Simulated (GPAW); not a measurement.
# W (P4_2/mmc) in GPAW: further runs

One crystal, W, is run at these levels: PBEsol; tasks: single point.

Everything below comes from runs of GPAW 26.7.0. Logs are shortened: lines on timing, memory, paths and dates and some standing lists are left out, and cuts for length are marked. The log counts tension as positive stress, the text compression.

## 1. The crystal as given

The structure is tetragonal, space group P4_2/mmc (No. 131). Conventional cell: a = 4.880 Å, b = 4.880 Å, c = 5.515 Å, α = 90.00°, β = 90.00°, γ = 90.00°. Around W (site symmetry m2m) lie 4 W at 2.44 to 2.73 Å. W (site symmetry -4m2) is surrounded by 14 W at 2.76 to 3.06 Å. W (site symmetry mmm) has 12 W at 2.73 to 3.02 Å as nearest neighbours.

This isn't the form of W at room conditions, which is bcc.

## 2. Single point, PBEsol, 16.42 Å³/atom

run.py

```python
from ase import Atoms
from ase.dft.bandgap import bandgap
from ase.io import write
from ase.units import GPa
from gpaw import GPAW, PW, setup_paths

setup_paths.insert(0, '.')

atoms = Atoms(['W', 'W', 'W', 'W', 'W', 'W', 'W', 'W'],
              cell=[[4.87968, 0.0, 0.0],
                    [0.0, 4.87968, 0.0],
                    [0.0, 0.0, 5.5154079861]],
              scaled_positions=[[0.5, 0.25, 0.0],
                                [0.5, 0.75, 0.0],
                                [0.75, 0.0, 0.5],
                                [0.25, 0.0, 0.5],
                                [0.0, 0.5, 0.75],
                                [0.0, 0.5, 0.25],
                                [0.5, 0.5, 0.5],
                                [0.0, 0.0, 0.0]],
              pbc=True)

calc = GPAW(mode=PW(600),
            xc='PBEsol',
            kpts={'size': (5, 5, 5), 'gamma': True},
            occupations={'name': 'fermi-dirac', 'width': 0.05},
            nbands=94,
            convergence={'density': 1e-05, 'energy': 1e-05},
            maxiter=150,
            txt='gpaw.txt')
atoms.calc = calc
energy = atoms.get_potential_energy()
forces = atoms.get_forces()
stress = atoms.get_stress()
calc.write('gs.gpw')
write('result.traj', atoms)
print(f'Energy: {energy:.6f} eV')
print('Forces (eV/A):')
print(forces.round(4))
print('Stress (GPa):', (stress / GPa).round(3))
print('Fermi level:', round(calc.get_fermi_level(), 4), 'eV')
print(f'Gap: {bandgap(calc)[0]:.4f} eV, direct: {bandgap(calc, direct=True)[0]:.4f} eV')
```

Potentials or basis: PAW data sets generated in the run's folder for this functional, pw.

Launch:

```sh
gpaw-setup -f PBEsol W
OMP_NUM_THREADS=1 python run.py
```

gpaw.txt:

```text
__  _  _
 | _ |_)|_||  |
 |__||  | ||/\| - 26.7.0

Input parameters:
  mode=PW(ecut=600.0),
  convergence={'density': 1e-05, 'energy': 1e-05},
  kpts=MonkhorstPack(size=(5, 5, 5), gamma=True),
  maxiter=150,
  nbands=94,
  occupations=Occupations(name='fermi-dirac', width=0.05),
  xc=XC(name='PBEsol')

Diagonalizing LCAO Hamiltonian
Converting LCAO to pw mode
    .-----------.
   /|           |
  / |           |
 * W|           |
 |  |           |
 |  |    W      |
 |  W     W     |
 | W.-----------.
 | /     W     /
 |/     W     /
 W-----------*

Atoms  # Å, Bohr magnetons
|   | symbol |        x |        y |        z |    initial magnetic moments |
|---|--------|----------|----------|----------|-----------------------------|
| 0 |      W | 2.439840 | 1.219920 | 0.000000 | ( 0.0000,  0.0000,  0.0000) |
| 1 |      W | 2.439840 | 3.659760 | 0.000000 | ( 0.0000,  0.0000,  0.0000) |
| 2 |      W | 3.659760 | 0.000000 | 2.757704 | ( 0.0000,  0.0000,  0.0000) |
| 3 |      W | 1.219920 | 0.000000 | 2.757704 | ( 0.0000,  0.0000,  0.0000) |
| 4 |      W | 0.000000 | 2.439840 | 4.136556 | ( 0.0000,  0.0000,  0.0000) |
| 5 |      W | 0.000000 | 2.439840 | 1.378852 | ( 0.0000,  0.0000,  0.0000) |
| 6 |      W | 2.439840 | 2.439840 | 2.757704 | ( 0.0000,  0.0000,  0.0000) |
| 7 |      W | 0.000000 | 0.000000 | 0.000000 | ( 0.0000,  0.0000,  0.0000) |

Unit cell  # Å
| periodic |        x |        y |        z |  lengths |    angles |
|----------|----------|----------|----------|----------|-----------|
|      yes | 4.879680 | 0.000000 | 0.000000 | 4.879680 | 90.000000 |
|      yes | 0.000000 | 4.879680 | 0.000000 | 4.879680 | 90.000000 |
|      yes | 0.000000 | 0.000000 | 5.515408 | 5.515408 | 90.000000 |

Number of symmetries: 8
Symmetry operations  # r_c * U_cc + t_c -> r_c
|   | kind |            matrix            |
|---|------|------------------------------|
| 0 |  E   |  1, 0, 0,  0, 1, 0,  0, 0, 1 |
| 1 |  σ   |  1, 0, 0,  0, 1, 0,  0, 0,-1 |
| 2 |  σ   |  1, 0, 0,  0,-1, 0,  0, 0, 1 |
| 3 |  C2  |  1, 0, 0,  0,-1, 0,  0, 0,-1 |
| 4 |  σ   | -1, 0, 0,  0, 1, 0,  0, 0, 1 |
| 5 |  C2  | -1, 0, 0,  0, 1, 0,  0, 0,-1 |
| 6 |  C2  | -1, 0, 0,  0,-1, 0,  0, 0, 1 |
| 7 |  i   | -1, 0, 0,  0,-1, 0,  0, 0,-1 |

BZ-sampling:
  Number of BZ points: 125
  Number of IBZ points: 27

  Monkhorst-Pack size: [5, 5, 5]
  Monkhorst-Pack shift: [0, 0, 0]

K-points  # in reciprocal-cell coordinates
|     |                                coordinates |     weight |
|-----|--------------------------------------------|------------|
|   0 | (  0.00000000,   0.00000000,   0.00000000) | 0.00800000 |
|   1 | (  0.00000000,   0.00000000,   0.20000000) | 0.01600000 |
|   2 | (  0.00000000,   0.00000000,   0.40000000) | 0.01600000 |
|   3 | (  0.00000000,   0.20000000,   0.00000000) | 0.01600000 |
|   4 | (  0.00000000,   0.20000000,   0.20000000) | 0.03200000 |
|   5 | (  0.00000000,   0.20000000,   0.40000000) | 0.03200000 |
|   6 | (  0.00000000,   0.40000000,   0.00000000) | 0.01600000 |
|   7 | (  0.00000000,   0.40000000,   0.20000000) | 0.03200000 |
|   8 | (  0.00000000,   0.40000000,   0.40000000) | 0.03200000 |
|   9 | (  0.20000000,   0.00000000,   0.00000000) | 0.01600000 |
| ... |                                            |            |
|  26 | (  0.40000000,   0.40000000,   0.40000000) | 0.06400000 |

Plane wave coefficients: 4401
Cutoff: 600.0 eV

Spin-components: 1 (collinear spins)
Bands:           94
Projectors:      48
Spin-degeneracy: 2
Datatype:        complex128

Parallelization:
  kpt:    1
  domain: 1
  band:   1

Density:
  Valence electrons: 112.0
  Components: 1
  Grid points: [28 28 32]
  Charge: 0.0  # |e|

Potential:
  Grid points: [28 28 32]

species:
  W:
    name:    Tungsten
    Z:       74.0
    valence: 14
    core:    60
    charge:  0.0  # [|e|]
    compensation charges:
      type: gauss
      rc: 0.40  # [Å]
      lmax: 2
    cutoffs:
      filter: 2.36  # [Å]
      core: 3.02  # [Å]
    projectors
    | kind |    occ | energy [eV] | rcut [Å] |
    |------|--------|-------------|----------|
    |   5s |  2.000 |     -78.864 |    1.344 |
    |   6s |  2.000 |      -5.730 |    1.344 |
    |   5p |  6.000 |     -43.252 |    1.355 |
    |   6p |  0.000 |      -1.338 |    1.355 |
    |   5d |  4.000 |      -4.526 |    1.228 |
    |    d |        |      22.686 |    1.228 |

    Using partial waves for W as LCAO basis

Reference energy: -3509142.169390  # eV

eigensolver:
  PPCG
  Converge bands: occupied
  niter=2

density mixing:
  MSR1-Mixer
  Pratt-step length: 0.05
  Maximum mixing coefficient: 0.75
  Old densities: 10
  SVD Regularization: 0.005
  Good broyden scale: 1.0
  Trust region scale: 1.0
  Backstep threshold: 4.0
  History deletion threshold: 6.0
  Fourier metric: weight=20.0, sigma=0.015

occupation numbers:
  Fermi-Dirac:
    width: 0.0500  # eV

poisson solver:
  ecut: 4800.0  # eV

xc functional:
  name: PBEsol with 2 nearest neighbor stencil

convergence criteria:
- Maximum integral of absolute [dens]ity change: 1e-05 electrons / valence electron
- Maximum [total energy] change in last 3 cyles: 1e-05 eV / valence electron
- Maximum integral of absolute [eigenst]ate change: 4e-08 eV^2 / valence electron
maximum number of iterations: 150

SCF iterations
|iter     | |      energy | eigst |  dens |
|---------|-|-------------|-------|-------|
|iter:   1| |  -99.073655 | +0.06 |       |
|iter:   2| |  -98.792028 | -2.30 | -1.21 |
|iter:   3| |  -97.378481 | -1.27 | -1.23 |
|iter:   4| |  -97.992741 | -1.76 | -1.63 |
|iter:   5| |  -96.958858 | -2.20 | -1.50 |
|iter:   6| |  -96.966941 | -3.44 | -2.13 |
|iter:   7| |  -96.955392 | -3.83 | -2.26 |
|iter:   8| |  -96.955628 | -4.93 | -2.93 |
|iter:   9| |  -96.955944c| -5.55 | -3.40 |
|iter:  10| |  -96.955697c| -5.98 | -3.30 |
|iter:  11| |  -96.955696c| -7.40c| -4.12 |
|iter:  12| |  -96.955697c| -7.87c| -4.52 |
|iter:  13| |  -96.955696c| -7.46c| -4.52 |
|iter:  14| |  -96.955696c| -8.13c| -5.27c|

Converged in 14 steps
Energy contributions relative to reference atoms: (reference = -3509142.169390)

Energy contributions:
  Kinetic:          32.801867
  Coulomb:         -47.165107
  Zero:             -0.301381
  External:          0.000000
  Xc:              -82.276062
  Entropy:          -0.030026
  Spinorbit:         0.000000
  ----------------------------
  Free energy:     -96.970708
  Extrapolated:    -96.955696

dipole moment: (-54.697435, -54.676699, -61.800007)  # |e|*Ang

Fermi level: 13.531
Eigenvalues  # (at kpt = [0.000, 0.000, 0.000])
| band index |      eig [eV] | occ [0-2] |
|------------|---------------|-----------|
|          0 |       -60.205 |     2.000 |
|        ... |               |           |
|         49 |        11.685 |     2.000 |
|         50 |        12.062 |     2.000 |
|         51 |        12.062 |     2.000 |
|         52 |        12.526 |     2.000 |
|         53 |        12.671 |     2.000 |
|         54 |        12.845 |     2.000 |
|         55 |        12.845 |     2.000 |
|         56 |        13.125 |     1.999 |
|         57 |        14.990 |     0.000 |
|         58 |        15.136 |     0.000 |
|         59 |        15.136 |     0.000 |
|         60 |        15.356 |     0.000 |
|         61 |        15.356 |     0.000 |
|         62 |        15.375 |     0.000 |
|         63 |        15.409 |     0.000 |
|         64 |        15.770 |     0.000 |
|        ... |               |           |
|         93 |        27.620 |     0.000 |

No gap
No difference between direct/indirect transitions

Forces  # eV/Ang
|        x |        y |        z |
|----------|----------|----------|
|  0.00000 |  0.18027 |  0.00000 |  # W    0
|  0.00000 | -0.18027 |  0.00000 |  # W    1
|  0.18062 |  0.00000 |  0.00000 |  # W    2
| -0.18062 |  0.00000 |  0.00000 |  # W    3
|  0.00000 |  0.00000 | -0.00008 |  # W    4
|  0.00000 |  0.00000 |  0.00008 |  # W    5
|  0.00000 |  0.00000 |  0.00000 |  # W    6
| -0.00000 |  0.00000 |  0.00000 |  # W    7

Stress tensor  # eV/Ang^3
|         x |         y |        z |
|-----------|-----------|----------|
| -0.058337 |  0.000000 | 0.000000 |
|  0.000000 | -0.058337 | 0.000000 |
|  0.000000 |  0.000000 | 0.208118 |

# Writing to gs.gpw (mode='')
```

Run time: 4.4 min. Hardware: 1 thread of Intel Xeon Platinum 8259CL at 2.50GHz (Skylake/Cascade Lake), shared host; peak memory 0.41 GiB.

Results:

```
Free energy            : -96.9707 eV
Pressure               : -4.9 GPa
Largest force          : 0.181 eV/Å
Band gap on the k mesh : none (metal or under the smearing width)
```

Caveat: the density grid can change from cell to cell, which puts small steps into energies and stress.

## 3. Single point, PBEsol, 16.42 Å³/atom

Changes to run.py since step 2:

```diff
@@ -9,5 +9,5 @@
 atoms = Atoms(['W', 'W', 'W', 'W', 'W', 'W', 'W', 'W'],
-              cell=[[4.87968, 0.0, 0.0],
-                    [0.0, 4.87968, 0.0],
-                    [0.0, 0.0, 5.5154079861]],
+              cell=[[4.98134, 0.0, 0.0],
+                    [0.0, 4.98134, 0.0],
+                    [0.0, 0.0, 5.2925864223]],
               scaled_positions=[[0.5, 0.25, 0.0],
```

Potentials or basis: PAW data sets generated in the run's folder for this functional, pw.

Launch:

```sh
gpaw-setup -f PBEsol W
OMP_NUM_THREADS=1 python run.py
```

It took 4.5 min on 1 thread of Intel Xeon Platinum 8259CL at 2.50GHz (Skylake/Cascade Lake), shared host; peak memory 0.41 GiB.

It converged, with:

| Property | Result |
| --- | --- |
| Free energy | -98.1101 eV |
| Pressure | -8.3 GPa |
| Largest force | 0.032 eV/Å |
| Band gap on the k mesh | none (metal or under the smearing width) |

Caveat: the density grid can change from cell to cell, which puts small steps into energies and stress.
